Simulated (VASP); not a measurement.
# MgS (zincblende): a LDA relaxation of cell and atoms in VASP

INCAR

```
LCHARG = .FALSE.
EDIFFG = -5E-3
PREC = Accurate
EDIFF = 1E-7
ISMEAR = -1
NELM = 120
LASPH = .TRUE.
SIGMA = 0.02
IBRION = 2
ISIF = 3
NBANDS = 11
GGA = CA
NSW = 40
LWAVE = .FALSE.
LREAL = .FALSE.
ENCUT = 600
```

KPOINTS

```
KPOINTS created by Atomic Simulation Environment
0
Gamma
8 8 8
0 0 0
```

POSCAR

```
Mg S
 1.0000000000000000
     0.0000000000000000    2.8484709019592778    2.8484709019592778
     2.8484709019592778    0.0000000000000000    2.8484709019592778
     2.8484709019592778    2.8484709019592778    0.0000000000000000
 Mg  S
   1   1
Cartesian
  0.0000000000000000  0.0000000000000000  0.0000000000000000
  1.4242354509796389  1.4242354509796389  1.4242354509796389
```

VASP ran with the recommended LDA PAW datasets (8 valence electrons in the cell).

Command

```
mpirun -np 1 vasp_std
```

OSZICAR

```
N       E                     dE             d eps       ncg     rms          rms(c)
DAV:   1     0.254845692201E+02    0.25485E+02   -0.36547E+03   638   0.649E+02
DAV:   2    -0.794104261549E+01   -0.33426E+02   -0.32119E+02   788   0.104E+02
DAV:   3    -0.993629439133E+01   -0.19953E+01   -0.19916E+01   819   0.275E+01
DAV:   4    -0.995223332934E+01   -0.15939E-01   -0.15937E-01   740   0.297E+00
DAV:   5    -0.995242358908E+01   -0.19026E-03   -0.19026E-03   807   0.325E-01    0.414E+00
DAV:   6    -0.945175162334E+01    0.50067E+00   -0.12328E+00   692   0.408E+00    0.312E+00
DAV:   7    -0.939894858990E+01    0.52803E-01   -0.23458E-01   771   0.189E+00    0.231E+00
DAV:   8    -0.939503629107E+01    0.39123E-02   -0.14188E-02   713   0.692E-01    0.121E+00
DAV:   9    -0.939408535343E+01    0.95094E-03   -0.21646E-03   734   0.230E-01    0.361E-01
DAV:  10    -0.939410561773E+01   -0.20264E-04   -0.64120E-05   755   0.434E-02    0.125E-01
DAV:  11    -0.939410591188E+01   -0.29415E-06   -0.31884E-05   746   0.247E-02    0.420E-02
DAV:  12    -0.939410587378E+01    0.38093E-07   -0.82358E-07   771   0.493E-03
   1 F= -.93941059E+01 E0= -.93941059E+01  d E =-.939411E+01
```

From OUTCAR

```
k-points           NKPTS =     29   k-points in BZ     NKDIM =     29   number of bands    NBANDS=     11

   NELECT =       8.0000    total number of electrons

   dimension x,y,z NGX =    32 NGY =   32 NGZ =   32
   dimension x,y,z NGXF=    64 NGYF=   64 NGZF=   64

  energy-cutoff  :      600.00
  volume of cell :       43.54
      direct lattice vectors                 reciprocal lattice vectors
     0.000000000  2.792170002  2.792170002    -0.179072191  0.179072191  0.179072191
     2.792170002  0.000000000  2.792170002     0.179072191 -0.179072191  0.179072191
     2.792170002  2.792170002  0.000000000     0.179072191  0.179072191 -0.179072191

 k-points in reciprocal lattice and weights: KPOINTS created by Atomic Simulation Env
   0.00000000  0.00000000  0.00000000       0.002
   0.12500000  0.00000000  0.00000000       0.016
   0.25000000  0.00000000  0.00000000       0.016
   0.37500000  0.00000000  0.00000000       0.016
   0.50000000  0.00000000  0.00000000       0.008
   0.12500000  0.12500000  0.00000000       0.012
   0.25000000  0.12500000  0.00000000       0.047
   0.37500000  0.12500000  0.00000000       0.047
   ...

 E-fermi :   1.6085

 k-point     1 :       0.0000    0.0000    0.0000
  band No.  band energies     occupation
      1     -10.2190      2.00000
      2       1.1604      2.00000
      3       1.1604      2.00000
      4       1.1604      2.00000
      5       4.5634      0.00000
      6       9.0327      0.00000
      7       9.0327      0.00000
      8       9.0327      0.00000
      9      11.9871      0.00000
     10      11.9871      0.00000
     11      14.8565      0.00000

 k-point     2 :       0.1250    0.0000    0.0000
  band No.  band energies     occupation
      1     -10.1221      2.00000
      2       0.4257      2.00000
      3       1.1035      2.00000
      4       1.1035      2.00000
      5       5.2535      0.00000
      6       8.8482      0.00000
      7       9.2176      0.00000
      8       9.2176      0.00000
      9      11.4938      0.00000
     10      11.4938      0.00000
     11      14.1940      0.00000

 k-point     3 :       0.2500    0.0000    0.0000
  band No.  band energies     occupation
      1      -9.8695      2.00000
      2      -0.8251      2.00000
      3       0.9755      2.00000
      4       0.9755      2.00000
      5       6.0917      0.00000
      6       8.9251      0.00000
      7       9.2415      0.00000
      8       9.2415      0.00000
      9      11.5512      0.00000
     10      11.5512      0.00000
     11      13.3295      0.00000

 k-point     4 :       0.3750    0.0000    0.0000
  band No.  band energies     occupation
      1      -9.5833      2.00000
      2      -1.8167      2.00000
      3       0.8588      2.00000
      4       0.8588      2.00000
      5       6.2226      0.00000
      6       8.8580      0.00000
      7       8.8580      0.00000
      8       9.5085      0.00000
      9      12.9066      0.00000
     10      12.9066      0.00000
     11      13.3769      0.00000

 k-point     5 :       0.5000    0.0000    0.0000
  band No.  band energies     occupation
      1      -9.4520      2.00000
      2      -2.1956      2.00000
      3       0.8134      2.00000
      4       0.8134      2.00000
      5       6.1792      0.00000
      6       8.6782      0.00000
      7       8.6782      0.00000
      8       9.7290      0.00000
      9      14.0458      0.00000
     10      14.4409      0.00000
     11      14.4409      0.00000

 k-point     6 :       0.1250    0.1250    0.0000
  band No.  band energies     occupation
      1     -10.0899      2.00000
      2       0.4303      2.00000
      3       0.9643      2.00000
      4       0.9643      2.00000
      5       5.4867      0.00000
      6       8.4735      0.00000
      7       9.4784      0.00000
      8       9.4784      0.00000
      9      10.4793      0.00000
     10      12.2605      0.00000
     11      15.5176      0.00000

 k-point     7 :       0.2500    0.1250    0.0000
  band No.  band energies     occupation
      1      -9.8889      2.00000
      2      -0.4999      2.00000
      3       0.7867      2.00000
      4       0.8262      2.00000
      5       6.2793      0.00000
      6       8.2339      0.00000
      7       9.1661      0.00000
      8       9.7869      0.00000
      9      10.6302      0.00000
     10      12.4351      0.00000
     11      14.5730      0.00000

 k-point     8 :       0.3750    0.1250    0.0000
  band No.  band energies     occupation
      1      -9.6100      2.00000
      2      -1.4831      2.00000
      3       0.6060      2.00000
      4       0.6749      2.00000
      5       6.6171      0.00000
      6       8.2264      0.00000
      7       9.1328      0.00000
      8       9.5151      0.00000
      9      11.9128      0.00000
     10      13.5109      0.00000
     11      14.1753      0.00000

 k-point     9 :       0.5000    0.1250    0.0000
  band No.  band energies     occupation
      1      -9.4196      2.00000
      2      -2.0277      2.00000
      3       0.3945      2.00000
      4       0.6819      2.00000
      5       6.6780      0.00000
      6       7.9001      0.00000
      7       9.1487      0.00000
      8      10.0514      0.00000
      9      13.0333      0.00000
     10      14.4670      0.00000
     11      14.9357      0.00000

 k-point    10 :      -0.3750    0.1250    0.0000
  band No.  band energies     occupation
      1      -9.4634      2.00000
      2      -1.9062      2.00000
      3       0.3093      2.00000
      4       0.8019      2.00000
      5       6.7909      0.00000
      6       7.9982      0.00000
      7       9.0744      0.00000
      8       9.9111      0.00000
      9      12.5431      0.00000
     10      13.9759      0.00000
     11      15.0246      0.00000

 k-point    11 :      -0.2500    0.1250    0.0000
  band No.  band energies     occupation
      1      -9.7052      2.00000
      2      -1.1862      2.00000
      3       0.4131      2.00000
      4       0.9765      2.00000
      5       6.7559      0.00000
      6       8.4944      0.00000
      7       9.0372      0.00000
      8       9.3520      0.00000
      9      10.9293      0.00000
     10      13.2849      0.00000
     11      14.3207      0.00000

 k-point    12 :      -0.1250    0.1250    0.0000
  band No.  band energies     occupation
      1      -9.9728      2.00000
      2      -0.2308      2.00000
      3       0.7316      2.00000
      4       1.1074      2.00000
      5       6.0321      0.00000
      6       8.5806      0.00000
      7       9.3107      0.00000
      8       9.4401      0.00000
      9      10.5497      0.00000
     10      11.9927      0.00000
     11      14.7827      0.00000

 k-point    13 :       0.2500    0.2500    0.0000
  band No.  band energies     occupation
      1      -9.7544      2.00000
      2      -0.6995      2.00000
      3       0.5474      2.00000
      4       0.5474      2.00000
      5       6.2172      0.00000
      6       7.5755      0.00000
      7       9.5271      0.00000
      8      10.6341      0.00000
      9      10.6341      0.00000
     10      13.0665      0.00000
     11      16.6904      0.00000

 k-point    14 :       0.3750    0.2500    0.0000
  band No.  band energies     occupation
      1      -9.5276      2.00000
      2      -1.2828      2.00000
      3       0.2282      2.00000
      4       0.3949      2.00000
      5       6.0726      0.00000
      6       7.5522      0.00000
      7       9.5420      0.00000
      8      10.8384      0.00000
      9      11.9600      0.00000
     10      14.0196      0.00000
     11      15.9533      0.00000

 k-point    15 :       0.5000    0.2500    0.0000
  band No.  band energies     occupation
      1      -9.3360      2.00000
      2      -1.6724      2.00000
      3      -0.2641      2.00000
      4       0.3972      2.00000
      5       6.1842      0.00000
      6       8.0893      0.00000
      7       9.6773      0.00000
      8      10.4237      0.00000
      9      12.8326      0.00000
     10      14.6230      0.00000
     11      15.9150      0.00000

 k-point    16 :      -0.3750    0.2500    0.0000
  band No.  band energies     occupation
      1      -9.3127      2.00000
      2      -1.6605      2.00000
      3      -0.5850      2.00000
      4       0.5524      2.00000
      5       6.6281      0.00000
      6       8.2812      0.00000
      7       9.9588      0.00000
      8      10.0574      0.00000
      9      12.5958      0.00000
     10      12.7505      0.00000
     11      16.1991      0.00000

 ...

  Total       -0.0016106     -0.0016106     -0.0016106      0.0000000      0.0000000     -0.0000000
  in kB       -0.0592704     -0.0592704     -0.0592704      0.0000000      0.0000000     -0.0000000
  external PRESSURE =      -0.0592704 kB  Pullay stress =       0.0000000 kB

 POSITION                                       TOTAL-FORCE (eV/Angst)
 -----------------------------------------------------------------------------------
      0.00000      0.00000      0.00000         0.000000      0.000000      0.000000
      1.39609      1.39609      1.39609        -0.000000     -0.000000     -0.000000
 -----------------------------------------------------------------------------------
    total drift:                                0.000000      0.000000      0.000000

  FREE ENERGIE OF THE ION-ELECTRON SYSTEM (eV)
  ---------------------------------------------------
  free  energy   TOTEN  =        -9.3941058738 eV

  energy  without entropy=       -9.3941058738  energy(sigma->0) =       -9.39410587
```

CONTCAR

```
Mg S
   1.00000000000000
     0.0000000000000000    2.7921700024848137    2.7921700024848137
     2.7921700024848137    0.0000000000000000    2.7921700024848137
     2.7921700024848137    2.7921700024848137    0.0000000000000000
  Mg              S
     1     1
Direct
     0.0000000000000000    0.0000000000000000    0.0000000000000000
     0.2500000000000000    0.2500000000000000    0.2500000000000000

  0.00000000E+00  0.00000000E+00  0.00000000E+00
  0.00000000E+00  0.00000000E+00  0.00000000E+00
```

```yaml
relaxed_cell_vector_lengths: 3.949, 3.949, 3.949 Å
relaxed_cell_volume: 43.54 Å³
```

The run was restarted once from its relaxed cell; OSZICAR and OUTCAR are the second run's.

The run (the restart alone) took about 4.7 s on one core of a shared host (Intel Xeon 6975P-C) and held 0.16 GiB at most.
